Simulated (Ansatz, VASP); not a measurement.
Au: VASP beside Ansatz

The input INCAR:

```
  PREC = Accurate
  ENCUT = 520
  EDIFF = 1E-6
  ISMEAR = 0
  SIGMA = 0.015
  LREAL = F
  LASPH = T
  NELM = 80
  ALGO = Normal
  ISIF = 2
  LWAVE = F
  LCHARG = F
  GGA = PE
  NBANDS = 12
```

The input KPOINTS:

```
regular mesh
0
Gamma
  11 11 11
```

File POSCAR:

```
Au
1.0
    0.0000000000      2.0350000000      2.0350000000
    2.0350000000      0.0000000000      2.0350000000
    2.0350000000      2.0350000000      0.0000000000
Au
1
Direct
    0.0000000000      0.0000000000      0.0000000000
```

Contents of input.yaml:

```yaml
crystal:
  lattice:
    - [0.0, 2.035, 2.035]
    - [2.035, 0.0, 2.035]
    - [2.035, 2.035, 0.0]
  atoms:
    - { symbol: Au, position: [0.0, 0.0, 0.0] }
kpoints:
  mp_grid: { grid: [11, 11, 11] }
scf:
  occupations: { method: gaussian, width: 0.015 }
hamiltonian:
  xc: pbe
  pseudopotentials: { kind: all_electron, lapw: { basis_error: 0.001 } }
output:
  forces: true
  stress: true
  eigenvalues: true
```

Alike in both runs: task single point; functional PBE; k mesh 11 × 11 × 11; occupations gaussian, width 0.015 eV; no spin polarisation.

|  | VASP | Ansatz |
| --- | --- | --- |
| version | VASP 6.6.1 | Ansatz 0.2.0 |
| potentials or method | VASP PAW PBE potentials, release 64 (Au) | all-electron LAPW, scalar-relativistic |
| plane-wave cutoff (eV) | 520 | see its input |

VASP gave:

| Property | Result |
| --- | --- |
| gap on the k mesh at the Fermi level (eV) | none |
| pressure (GPa) | 10.5 |

Problem. Estimate Ansatz's values.

Solution. gap on the k mesh at the Fermi level (eV): none; pressure (GPa): 10.8.

A gap of «none» marks a metal or a gap that the smearing closes. Ansatz ran all-electron here, so the differences hold the error of VASP's frozen core and of both bases.

The runs have no spin-orbit coupling, so splittings on Au are missing.
